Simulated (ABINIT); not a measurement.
# Si (Fd-3m) in ABINIT: convergence with tolvrs

Aim: find how far tolvrs must go before the results for Si settle, at RPBE. This setting moves, with any that are tied to it; all else stays.

Everything below comes from runs of ABINIT 10.8.3 (patched build). Logs are shortened: lines on timing, memory, paths and dates and some standing lists are left out, and cuts for length are marked. The log counts tension as positive stress, the text compression.

## 1. The crystal as given

It takes space group Fd-3m (No. 227, cubic). The conventional cell has a = 5.444 Å, b = 5.444 Å, c = 5.444 Å, α = 90.00°, β = 90.00°, γ = 90.00°. Si (site symmetry -43m) has 4 Si at 2.36 Å as nearest neighbours.

## 2. With tolvrs 0.01

run.abi reads:

```
# Pseudopotentials
pp_dirpath "./"
pseudos "Si_ONCV_PBE-1.2.upf"

# Structure
acell 7.2740828278 7.2740828278 7.2740828278
rprim
     0.0000000000     0.7071067812     0.7071067812
     0.7071067812     0.0000000000     0.7071067812
     0.7071067812     0.7071067812     0.0000000000
ntypat 1
znucl 14
natom 2
typat 1 1
xred
     0.5000000000     0.5000000000     0.5000000000
     0.7500000000     0.7500000000     0.7500000000

# Plane-wave basis
ecut 489.804952 eV

# k points
kptopt 1
ngkpt 8 8 8
nshiftk 1
shiftk 0.0 0.0 0.0

# Exchange and correlation
ixc 15

# Bands and occupations
nband 8
occopt 6
tsmear 0.1 eV

# SCF cycle
nstep 100
tolvrs 0.01

# Output
iomode 3
prtwf 0
prtden 0
prteig 0
prtebands 0
enunit 1
```

Potentials or basis: SG15 NC PBE v1.2.

Launch:

```bash
abinit run.abi > log 2>&1
```

run.abo:

```text
.Version 10.8.3 of ABINIT
 Symmetries : space group Fd -3 m (#227); Bravais cF (face-center cubic)
================================================================================
 Values of the parameters that define the memory need of the present run
     intxc =       0    ionmov =       0      iscf =       7    lmnmax =       4
     lnmax =       4     mgfft =      30  mpssoang =       2    mqgrid =    3001
     natom =       2  nloc_mem =       1    nspden =       1   nspinor =       1
    nsppol =       1      nsym =      48    n1xccc =       0    ntypat =       1
    occopt =       6   xclevel =       2
       mpw =        1003          nfft =       27000          nkpt =          29
================================================================================
================================================================================

--------------------------------------------------------------------------------
------------- Echo of variables that govern the present computation ------------
--------------------------------------------------------------------------------
 -outvars: echo values of preprocessed input variables --------
            acell      7.2740828278E+00  7.2740828278E+00  7.2740828278E+00 Bohr
              amu      2.80855000E+01
             ecut      1.80000000E+01 Hartree
           enunit           1
              ixc          15
         kptrlatt        8    0    0      0    8    0      0    0    8
          kptrlen      5.81926626E+01
            natom           2
            nband           8
            ngfft          30      30      30
             nkpt          29
            nstep         100
             nsym          48
           ntypat           1
           occopt           6
           prtden           0
        prtebands           0
           prteig           0
            prtwf           0
            rprim      0.0000000000E+00  7.0710678120E-01  7.0710678120E-01
                       7.0710678120E-01  0.0000000000E+00  7.0710678120E-01
[... 128 lines left out ...]
 length scales=  7.274082827800  7.274082827800  7.274082827800 bohr
              =  3.849278860081  3.849278860081  3.849278860081 angstroms
 Fermi (or HOMO) energy (eV) =   7.66802   Average Vxc (eV)=  -8.85815
 Eigenvalues (   eV  ) for nkpt=  29  k points:
 kpt#   1, nband=  8, wtk=  0.00195, kpt=  0.0000  0.0000  0.0000 (reduced coord)
  -4.83742    7.05709    7.05709    7.05709    9.62698    9.62698    9.62698   10.31339
 prteigrs : prtvol=0 or 1, do not print more k-points.

--- !EnergyTerms
iteration_state     : {dtset: 1, }
comment             : Components of total free energy in Hartree
kinetic             :  3.08906012391984E+00
hartree             :  5.62269704973959E-01
xc                  : -2.41304806552541E+00
Ewald energy        : -8.37832950983799E+00
psp_core            : -2.62123006135009E-01
local_psp           : -2.32170207251692E+00
non_local_psp       :  1.83621172927294E+00
internal            : -7.88766109584860E+00
'-kT*entropy'       :  4.05355059563532E-06
total_energy        : -7.88765704229801E+00
total_energy_eV     : -2.14634082353803E+02
band_energy         :  5.96161224674730E-01
...

 Cartesian components of stress tensor (hartree/bohr^3)
  sigma(1 1)= -7.55360816E-05  sigma(3 2)=  0.00000000E+00
  sigma(2 2)= -7.55360816E-05  sigma(3 1)=  0.00000000E+00
  sigma(3 3)= -7.55360816E-05  sigma(2 1)=  0.00000000E+00

-Cartesian components of stress tensor (GPa)         [Pressure=  2.2223E+00 GPa]
- sigma(1 1)= -2.22234825E+00  sigma(3 2)=  0.00000000E+00
- sigma(2 2)= -2.22234825E+00  sigma(3 1)=  0.00000000E+00
- sigma(3 3)= -2.22234825E+00  sigma(2 1)=  0.00000000E+00

== END DATASET(S) ==============================================================
================================================================================

 -outvars: echo values of variables after computation  --------
            acell      7.2740828278E+00  7.2740828278E+00  7.2740828278E+00 Bohr
           etotal     -7.8876570423E+00
            fcart     -0.0000000000E+00 -0.0000000000E+00 -0.0000000000E+00
                      -0.0000000000E+00 -0.0000000000E+00 -0.0000000000E+00
            rprim      0.0000000000E+00  7.0710678120E-01  7.0710678120E-01
                       7.0710678120E-01  0.0000000000E+00  7.0710678120E-01
                       7.0710678120E-01  7.0710678120E-01  0.0000000000E+00
           strten     -7.5536081631E-05 -7.5536081631E-05 -7.5536081631E-05
                       0.0000000000E+00  0.0000000000E+00  0.0000000000E+00
           xangst      2.7218511847E+00  2.7218511847E+00  2.7218511847E+00
                       4.0827767770E+00  4.0827767770E+00  4.0827767770E+00
             xred      5.0000000000E-01  5.0000000000E-01  5.0000000000E-01
                       7.5000000000E-01  7.5000000000E-01  7.5000000000E-01
 Calculation completed.
```

Run time: 4.7 s. Hardware: 1 thread of Arm Neoverse N1, shared host; peak memory 0.06 GiB.

Results:

- Free energy: -214.6341 eV
- Pressure: 2.2 GPa
- Band gap on the k mesh: 0.69 eV, indirect (least direct gap 2.57 eV)
- Valence electrons inside the program's atomic spheres: Si 1.81, 1.77 (radii [1.0584] Å)

## 3. With tolvrs 0.001

Changes to run.abi since step 2:

```diff
@@ -37,3 +37,3 @@
 nstep 100
-tolvrs 0.01
+tolvrs 0.001
```

Potentials or basis: SG15 NC PBE v1.2.

Launch:

```bash
abinit run.abi > log 2>&1
```

Wall time 5.5 s (1 thread of Arm Neoverse N1, shared host); peak memory 0.07 GiB.

The run converged. Its results:

```
Free energy                                           : -214.6341 eV
Pressure                                              : 2.2 GPa
Band gap on the k mesh                                : 0.69 eV, indirect (least direct gap 2.57 eV)
Valence electrons inside the program's atomic spheres : Si 1.81, 1.77 (radii [1.0584] Å)
```

## 4. With tolvrs 0.0001

Changes to run.abi since step 3:

```diff
@@ -37,3 +37,3 @@
 nstep 100
-tolvrs 0.001
+tolvrs 0.0001
```

Launch:

```bash
abinit run.abi > log 2>&1
```

Wall time 6.2 s (1 thread of Arm Neoverse N1, shared host); peak memory 0.07 GiB.

It converged, with:

```yaml
Free_energy: -214.6341 eV
Pressure: 2.1 GPa
Band_gap_on_the_k_mesh: 0.69 eV, indirect (least direct gap 2.57 eV)
Valence_electrons_inside_the_program's_atomic_spheres: Si 1.81, 1.77 (radii [1.0584] Å)
```

## 5. With tolvrs 1e-05

Changes to run.abi since step 4:

```diff
@@ -37,3 +37,3 @@
 nstep 100
-tolvrs 0.0001
+tolvrs 1.0e-5
```

Launch:

```bash
abinit run.abi > log 2>&1
```

It took 6.2 s on 1 thread of Arm Neoverse N1, shared host; peak memory 0.07 GiB.

The run converged. Its results:

```yaml
Free_energy: -214.6341 eV
Pressure: 2.1 GPa
Band_gap_on_the_k_mesh: 0.69 eV, indirect (least direct gap 2.57 eV)
Valence_electrons_inside_the_program's_atomic_spheres: Si 1.81, 1.77 (radii [1.0584] Å)
```

## 6. With tolvrs 1e-06

Changes to run.abi since step 5:

```diff
@@ -37,3 +37,3 @@
 nstep 100
-tolvrs 1.0e-5
+tolvrs 1.0e-6
```

Potentials or basis: SG15 NC PBE v1.2.

Launch:

```bash
abinit run.abi > log 2>&1
```

It took 7 s on 1 thread of Arm Neoverse N1, shared host; peak memory 0.07 GiB.

It converged, with:

- Free energy: -214.6341 eV
- Pressure: 2.1 GPa
- Band gap on the k mesh: 0.69 eV, indirect (least direct gap 2.57 eV)
- Valence electrons inside the program's atomic spheres: Si 1.81, 1.77 (radii [1.0584] Å)

## 7. With tolvrs 1e-08

Changes to run.abi since step 6:

```diff
@@ -37,3 +37,3 @@
 nstep 100
-tolvrs 1.0e-6
+tolvrs 1.0e-8
```

Launch:

```bash
abinit run.abi > log 2>&1
```

It took 7.7 s on 1 thread of Arm Neoverse N1, shared host; peak memory 0.07 GiB.

The run converged. Its results:

```
Free energy                                           : -214.6341 eV
Pressure                                              : 2.1 GPa
Band gap on the k mesh                                : 0.69 eV, indirect (least direct gap 2.57 eV)
Valence electrons inside the program's atomic spheres : Si 1.81, 1.77 (radii [1.0584] Å)
```

## 8. With tolvrs 1e-10

Changes to run.abi since step 7:

```diff
@@ -37,3 +37,3 @@
 nstep 100
-tolvrs 1.0e-8
+tolvrs 1.0e-10
```

Launch:

```bash
abinit run.abi > log 2>&1
```

Run time: 8.4 s. Hardware: 1 thread of Arm Neoverse N1, shared host; peak memory 0.07 GiB.

It converged, with:

```
Free energy                                           : -214.6341 eV
Pressure                                              : 2.1 GPa
Band gap on the k mesh                                : 0.69 eV, indirect (least direct gap 2.57 eV)
Valence electrons inside the program's atomic spheres : Si 1.81, 1.77 (radii [1.0584] Å)
```

## 9. With tolvrs 1e-13

Changes to run.abi since step 8:

```diff
@@ -37,3 +37,3 @@
 nstep 100
-tolvrs 1.0e-10
+tolvrs 1.0e-13
```

Potentials or basis: SG15 NC PBE v1.2.

Launch:

```bash
abinit run.abi > log 2>&1
```

Run time: 9.8 s. Hardware: 1 thread of Arm Neoverse N1, shared host; peak memory 0.07 GiB.

The run converged. Its results:

```yaml
Free_energy: -214.6341 eV
Pressure: 2.1 GPa
Band_gap_on_the_k_mesh: 0.69 eV, indirect (least direct gap 2.57 eV)
Valence_electrons_inside_the_program's_atomic_spheres: Si 1.81, 1.77 (radii [1.0584] Å)
```

## 10. The series at a glance

```
tolvrs  energy less the tightest run (meV/atom)  pressure (GPa)  SCF cycles  CPU time (s)  peak memory (GiB)
  0.01                                     0.01            2.22           3           4.7               0.06
 0.001                                     0.00            2.15           4           5.5               0.07
0.0001                                     0.00            2.14           5           6.2               0.07
 1e-05                                     0.00            2.14           5           6.2               0.07
 1e-06                                     0.00            2.14           6             7               0.07
 1e-08                                     0.00            2.14           7           7.7               0.07
 1e-10                                     0.00            2.14           8           8.4               0.07
 1e-13                                     0.00            2.14          10           9.8               0.07
```

Against the tightest run, the energy stays within 1 meV/atom from 0.01 on; the pressure stays within 0.1 GPa from 0.01 on. The tightest run that finished is the yardstick and may itself not be fully converged.

Caveats: the potentials were made for another functional, which shifts forces and pressure.
